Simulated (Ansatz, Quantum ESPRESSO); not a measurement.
# BeS (F-43m): third-order response

Wanted: vibrational spectra of BeS (F-43m) from linear and non-linear response.

Calculated with Quantum ESPRESSO 8.0 development, patched; DFT LDA, scalar-relativistic, plane waves, PseudoDojo norm-conserving pseudopotentials.

The database entry behind the starting cell differs from later determinations by our own check (0.1 to 0.3 % short, probably kX units), so it need not match the best structure at ambient conditions.

### Step 1. The starting structure

The structure is cubic, space group F-43m (No. 216). The conventional cell has a = 4.850 Å, b = 4.850 Å, c = 4.850 Å, α = 90.00°, β = 90.00°, γ = 90.00°. Nearest to Be lie 4 S at 2.10 Å. S has 4 Be at 2.10 Å nearest. Farther neighbours and most contacts between anions are not listed.

Coordinates:

```cif
data_structure
_symmetry_space_group_name_H-M 'F-43m'
_symmetry_Int_Tables_number 216
_cell_length_a 4.8500
_cell_length_b 4.8500
_cell_length_c 4.8500
_cell_angle_alpha 90.000
_cell_angle_beta 90.000
_cell_angle_gamma 90.000
_cell_volume 114.08
loop_
_atom_site_label
_atom_site_type_symbol
_atom_site_symmetry_multiplicity
_atom_site_Wyckoff_symbol
_atom_site_fract_x
_atom_site_fract_y
_atom_site_fract_z
_atom_site_occupancy
Be1 Be 4 a 0.00000 0.00000 0.00000 1
S1 S 4 d 0.25000 0.25000 0.75000 1
```

### Step 2. A probe with smearing

A cheap run with smearing and empty bands tells whether the crystal has a gap, which decides between fixed occupations and smearing later on.

The input, probe.in:

```
&CONTROL
  calculation = 'scf'
  prefix      = 'x'
  outdir      = './tmp'
  pseudo_dir  = './pseudo'
  tprnfor     = .true.
  tstress     = .true.
  verbosity   = 'high'
/
&SYSTEM
  ibrav       = 2
  celldm(1)   = 9.1651717
  nat         = 2
  ntyp        = 2
  ecutwfc     = 88.0
  occupations = 'smearing'
  smearing    = 'gaussian'
  degauss     = 0.01
/
&ELECTRONS
  conv_thr         = 1.0d-07
  mixing_beta      = 0.7
  electron_maxstep = 100
/
ATOMIC_SPECIES
 Be      9.0122  Be.upf
 S      32.0600  S.upf
ATOMIC_POSITIONS crystal
 Be     0.000000000   0.000000000   0.000000000
 S      0.250000000   0.250000000   0.250000000
K_POINTS automatic
 6 6 6 0 0 0
```

On the command line:

```console
> OMP_NUM_THREADS=1 mpirun -n 2 pw.x -nk 2 -in probe.in > probe.out
```

Log:

```text
[banners, grids, parts of the stress and lines that vanish by symmetry left out]
Program PWSCF v.8.0dev
     bravais-lattice index     =            2
     lattice parameter (alat)  =       9.1652  a.u.
[...]
kinetic-energy cutoff     =      88.0000  Ry
     charge density cutoff     =     352.0000  Ry
     scf convergence threshold =      1.0E-07
[...]
Exchange-correlation= SLA-PW-NOGX-NOGC
                           (   1   4   0   0   0   0   0)
[...]
24 Sym. Ops. (no inversion) found
[...]
(     0          1          0      )
                  (     0          0          1      )
[...]
(  0.0000000  1.0000000  0.0000000 )
                  (  0.0000000  0.0000000  1.0000000 )
[...]
(     1          0         -1      )
                  (     0          0         -1      )
[...]
(  0.0000000  1.0000000  0.0000000 )
[...]
(    -1          0          1      )
                  (    -1          0          0      )
[...]
(  0.0000000  0.0000000  1.0000000 )
                  (  0.0000000 -1.0000000  0.0000000 )
[...]
number of k points=    16  Gaussian smearing, width (Ry)=  0.0100
[...]
End of self-consistent calculation
[...]
the Fermi energy is     6.9450 ev
!    total energy              =     -49.94153016 Ry
[...]
convergence has been achieved in   5 iterations
[...]
atom    1 type  1   force =     0.00000000    0.00000000    0.00000000
     atom    2 type  2   force =     0.00000000    0.00000000   -0.00000000
[...]
Total force =     0.000000     Total SCF correction =     0.000000
[...]
total   stress  (Ry/bohr**3)                   (kbar)     P=      -31.98
[...]
XML data file, charge density, pseudopotentials, collected wavefunctions

   JOB DONE.
```

The job ended after 3.9 s (2 MPI ranks of Intel Xeon Platinum 8375C at 2.90GHz (Ice Lake), shared host).

Read from the output:

```
volume per atom   : 14.26 Å³
pressure          : -3.198 GPa
gap on the k-mesh : 2.903 eV
```

A gap of 2.9 eV opens on this mesh, so the crystal is taken as an insulator; the start stands at -3.2 GPa.

### Step 3. Relaxing the cell and atoms

The relaxation runs at a cutoff a fifth above that of the response, since stress converges more slowly with the basis than frequencies do. Forces and stress are brought to rest with tight thresholds.

The input, relax.in:

```
&CONTROL
  calculation   = 'vc-relax'
  prefix        = 'x'
  outdir        = './tmp'
  pseudo_dir    = './pseudo'
  tprnfor       = .true.
  tstress       = .true.
  forc_conv_thr = 2.0d-05
  etot_conv_thr = 1.0d-07
  nstep         = 40
/
&SYSTEM
  ibrav       = 2
  celldm(1)   = 9.1651717
  nat         = 2
  ntyp        = 2
  ecutwfc     = 106
  occupations = 'fixed'
  nbnd        = 7
/
&ELECTRONS
  conv_thr         = 1.0d-11
  mixing_beta      = 0.7
  electron_maxstep = 100
/
&IONS
/
&CELL
  press_conv_thr = 0.2
/
ATOMIC_SPECIES
 Be      9.0122  Be.upf
 S      32.0600  S.upf
ATOMIC_POSITIONS crystal
 Be     0.000000000   0.000000000   0.000000000
 S      0.250000000   0.250000000   0.250000000
K_POINTS automatic
 8 8 8 0 0 0
```

On the command line:

```console
> OMP_NUM_THREADS=1 mpirun -n 2 pw.x -nk 2 -in relax.in > relax.out
```

Log:

```text
[banners, grids, parts of the stress and lines that vanish by symmetry left out]
[banner, memory and clock lines left out]
Program PWSCF v.8.0dev

[...]
kinetic-energy cutoff     =     106.0000  Ry
     charge density cutoff     =     424.0000  Ry
     scf convergence threshold =      1.0E-11
[...]
energy convergence thresh.=      1.0E-07
     force convergence thresh. =      2.0E-05
     press convergence thresh. =      2.0E-01
     Exchange-correlation= SLA-PW-NOGX-NOGC
                           (   1   4   0   0   0   0   0)
[...]
24 Sym. Ops. (no inversion) found
[...]
number of k points=    29
[...]
c_bands:  1 eigenvalues not converged
[...]
End of self-consistent calculation
[...]
highest occupied, lowest unoccupied level (ev):     5.3562    8.2604
!    total energy              =     -49.94175689 Ry
[...]
convergence has been achieved in  10 iterations
[...]
atom    1 type  1   force =    -0.00000000    0.00000000   -0.00000000
     atom    2 type  2   force =     0.00000000   -0.00000000    0.00000000
     Total force =     0.000000     Total SCF correction =     0.000000
[...]
total   stress  (Ry/bohr**3)                   (kbar)     P=      -32.34
[...]
number of bfgs steps    =   0
[...]
CELL_PARAMETERS (alat=  9.16517170)
[...]
ATOMIC_POSITIONS (crystal)
Be              -0.0000000000       -0.0000000000        0.0000000000
S                0.2500000000        0.2500000000        0.2500000000
[...]
New effective cutoffs (rho, wfc):  427.67  107.15
[...]
End of self-consistent calculation
[...]
highest occupied, lowest unoccupied level (ev):     5.5505    8.4193
!    total energy              =     -49.94228855 Ry
[...]
convergence has been achieved in   6 iterations
[...]
atom    1 type  1   force =     0.00000000   -0.00000000    0.00000000
     atom    2 type  2   force =     0.00000000    0.00000000   -0.00000000
     Total force =     0.000000     Total SCF correction =     0.000000
[...]
total   stress  (Ry/bohr**3)                   (kbar)     P=      -17.02
[...]
number of bfgs steps    =   1
[...]
CELL_PARAMETERS (alat=  9.16517170)
[...]
ATOMIC_POSITIONS (crystal)
Be               0.0000000000       -0.0000000000       -0.0000000000
S                0.2500000000        0.2500000000        0.2500000000
[...]
New effective cutoffs (rho, wfc):  432.85  108.45
[...]
End of self-consistent calculation
[...]
highest occupied, lowest unoccupied level (ev):     5.7665    8.5951
!    total energy              =     -49.94247750 Ry
[...]
convergence has been achieved in   8 iterations
[...]
atom    1 type  1   force =    -0.00000000    0.00000000   -0.00000000
     atom    2 type  2   force =     0.00000000    0.00000000    0.00000000
     Total force =     0.000000     Total SCF correction =     0.000000
[...]
total   stress  (Ry/bohr**3)                   (kbar)     P=        0.86
[...]
number of bfgs steps    =   2
[...]
CELL_PARAMETERS (alat=  9.16517170)
[...]
ATOMIC_POSITIONS (crystal)
[...]
New effective cutoffs (rho, wfc):  432.60  108.39
[...]
End of self-consistent calculation
[...]
highest occupied, lowest unoccupied level (ev):     5.7560    8.5866
!    total energy              =     -49.94247796 Ry
[...]
convergence has been achieved in   6 iterations
[...]
atom    1 type  1   force =     0.00000000    0.00000000    0.00000000
     atom    2 type  2   force =     0.00000000    0.00000000    0.00000000
     Total force =     0.000000     Total SCF correction =     0.000000
[...]
total   stress  (Ry/bohr**3)                   (kbar)     P=       -0.02
[...]
number of bfgs steps    =   3
[...]
small trust_radius: resetting bfgs history
[...]
CELL_PARAMETERS (alat=  9.16517170)
[...]
ATOMIC_POSITIONS (crystal)
[...]
New effective cutoffs (rho, wfc):  432.60  108.39
[...]
End of self-consistent calculation
[...]
highest occupied, lowest unoccupied level (ev):     5.7561    8.5867
!    total energy              =     -49.94247796 Ry
[...]
convergence has been achieved in   3 iterations
[...]
atom    1 type  1   force =    -0.00000000    0.00000000   -0.00000000
     atom    2 type  2   force =     0.00000000   -0.00000000    0.00000000
     Total force =     0.000000     Total SCF correction =     0.000000
[...]
total   stress  (Ry/bohr**3)                   (kbar)     P=       -0.01
[...]
bfgs converged in   5 scf cycles and   4 bfgs steps
[...]
End of BFGS Geometry Optimization
     Final enthalpy           =     -49.9424779633 Ry
     File ./tmp/x.bfgs deleted, as requested
[...]
CELL_PARAMETERS (alat=  9.16517170)
[...]
ATOMIC_POSITIONS (crystal)
Be               0.0000000000       -0.0000000000       -0.0000000000
S                0.2500000000        0.2500000000        0.2500000000
[...]
Final scf calculation at the relaxed structure.
[...]
kinetic-energy cutoff     =     106.0000  Ry
     charge density cutoff     =     424.0000  Ry
     scf convergence threshold =      1.0E-13
[...]
press convergence thresh. =      2.0E-01
     Exchange-correlation= SLA-PW-NOGX-NOGC
                           (   1   4   0   0   0   0   0)
[...]
24 Sym. Ops. (no inversion) found
[...]
number of k points=    29
[...]
c_bands:  1 eigenvalues not converged
[...]
End of self-consistent calculation
[...]
highest occupied, lowest unoccupied level (ev):     5.7561    8.5867
!    total energy              =     -49.94247616 Ry
[...]
convergence has been achieved in  13 iterations
[...]
atom    1 type  1   force =     0.00000000    0.00000000    0.00000000
     atom    2 type  2   force =     0.00000000    0.00000000   -0.00000000
     Total force =     0.000000     Total SCF correction =     0.000000
[...]
total   stress  (Ry/bohr**3)                   (kbar)     P=       -0.01
[...]
XML data file, charge density, pseudopotentials, collected wavefunctions
```

Run time: 40 s. Hardware: 2 MPI ranks.

Step by step:

```tsv
step	energy less that of the first step (eV)	largest force (eV/Å)	pressure (GPa)	volume (Å³)
1	0.0000	0.0000	-3.23	28.52
2	-0.0072	0.0000	-1.70	28.05
3	-0.0098	0.0000	0.09	27.55
4	-0.0098	0.0000	0.00	27.58
5	-0.0098	0.0000	0.00	27.58
6	-0.0098	0.0000	0.00	27.58
```

```tsv
conventional cell, symmetrised	before	after	change
a (Å)	4.850	4.796	-1.1 %
b (Å)	4.850	4.796	-1.1 %
c (Å)	4.850	4.796	-1.1 %
volume (Å³/atom)	14.26	13.79	-3.3 %
```

Final coordinates:

```
CELL_PARAMETERS angstrom
-2.39789 0.00000 2.39789
0.00000 2.39789 2.39789
-2.39789 2.39789 0.00000
ATOMIC_POSITIONS crystal
Be 0.00000 0.00000 0.00000
S 0.25000 0.25000 0.25000
```

The last row of the table of steps is pw.x's closing run on a basis chosen anew for the final cell, so its energy can jump.

This step gave:

```
volume per atom   : 13.79 Å³
pressure          : -0.001 GPa
gap on the k-mesh : 2.831 eV
```

The volume changes by -3.3 % from the cell with which this run began.

### Step 4. Self-consistent run for the response

The response is built on this ground state, so it is converged far tighter than an energy would need. With a gap, occupations are fixed, which also allows the response to an electric field.

The input, scf.in:

```
&CONTROL
  calculation = 'scf'
  prefix      = 'x'
  outdir      = './tmp'
  pseudo_dir  = './pseudo'
  tprnfor     = .true.
  tstress     = .true.
/
&SYSTEM
  ibrav       = 2
  celldm(1)   = 9.06269603
  nat         = 2
  ntyp        = 2
  ecutwfc     = 88.0
  occupations = 'fixed'
  nbnd        = 7
/
&ELECTRONS
  conv_thr         = 1.0d-12
  mixing_beta      = 0.7
  electron_maxstep = 100
/
ATOMIC_SPECIES
 Be      9.0122  Be.upf
 S      32.0600  S.upf
ATOMIC_POSITIONS crystal
 Be     0.000000000   0.000000000   0.000000000
 S      0.250000000   0.250000000   0.250000000
K_POINTS automatic
 8 8 8 0 0 0
```

On the command line:

```console
> OMP_NUM_THREADS=1 mpirun -n 2 pw.x -nk 2 -in scf.in > scf.out
```

Log:

```text
[banners, grids, parts of the stress and lines that vanish by symmetry left out]
[banner, memory and clock lines left out]
Program PWSCF v.8.0dev

[...]
kinetic-energy cutoff     =      88.0000  Ry
     charge density cutoff     =     352.0000  Ry
     scf convergence threshold =      1.0E-12
[...]
Exchange-correlation= SLA-PW-NOGX-NOGC
                           (   1   4   0   0   0   0   0)
[...]
24 Sym. Ops. (no inversion) found
[...]
number of k points=    29
[...]
End of self-consistent calculation
[...]
highest occupied, lowest unoccupied level (ev):     5.7562    8.5867
!    total energy              =     -49.94246277 Ry
[...]
convergence has been achieved in  10 iterations
[...]
atom    1 type  1   force =    -0.00000000    0.00000000   -0.00000000
     atom    2 type  2   force =     0.00000000   -0.00000000    0.00000000
     Total force =     0.000000     Total SCF correction =     0.000000
[...]
total   stress  (Ry/bohr**3)                   (kbar)     P=       -0.10
[...]
XML data file, charge density, pseudopotentials, collected wavefunctions
```

Elapsed: 6.5 s, on 2 MPI ranks; 13 s of CPU time.

Numbers from this step:

| Quantity | Value |
| --- | --- |
| pressure | -0.01 GPa |

The cell stands at -0.01 GPa, close enough for phonons.

(Continued in part 2 of 3.)

[Host names and launcher messages were left out of these logs when they were recorded.]

[Logs are printed without paths, hosts, clocks, repeated set-up lines and the standing remarks that a program may print on its own settings, such as how far it seeks lower states.]

[Hosts, paths, dates, database ids (printed as entryN), source tags and the programs' standing remarks are cut or masked in the printed files.]
